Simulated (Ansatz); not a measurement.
Starting cell, CsBr (CsCl type):

```xyz
4
Lattice="8.7779 0.0000 0.0000 0.0000 4.3890 0.0000 0.0000 0.0000 4.3890" Properties=species:S:1:pos:R:3 pbc="T T T"
Cs     0.0000     0.0000     0.0000
Cs     4.3890     0.0000     0.0000
Br     2.1945     2.1945     2.1945
Br     6.5835     2.1945     2.1945
```

In this cell atom 4 (Br, nearest neighbour Cs at 3.801 Å; its periodic images, 4.4 Å or more away, move with it) is moved by s along Cartesian [110], unit vector (0.707, 0.707, 0.000); all other atoms and the cell stay fixed.

Calculation: PBE (plane waves to 420 eV, PAW, scalar-relativistic; Ansatz, an electronic-structure program). k mesh 3×6×6 (Γ-centred), Fermi-Dirac smearing 0.05 eV. E stands for the smeared free energy. CsBr was relaxed with its symmetry unable to fall. The zero of ΔE is the undisplaced structure.

| s (Å) | ΔE (meV/cell) |
|---|---|
| -0.760 | withheld |
| -0.608 | 215 |
| -0.456 | 112 |
| -0.304 | 47 |
| -0.152 | 11 |
| 0.000 | 0 |
| 0.152 | 11 |
| 0.304 | 47 |
| 0.456 | 112 |
| 0.608 | 215 |
| 0.760 | withheld |

Q: Fit an even polynomial form (powers 2, 4) to the given rows and predict ΔE at s = 0.760.

A: Least squares on the 9 given rows: ΔE = (483.2)·s² + (266.4)·s⁴, in meV/cell with s in Å; root-mean-square residual 0.1 meV/cell. At 0.760 the fit gives 368 meV/cell; the calculation gives 368 meV/cell, the same to the digits shown. The quadratic term alone would give 279 meV/cell.

(For displaced atoms, the force is minus the slope of the energy, and its curvature is a force constant, which sets phonon frequencies.)
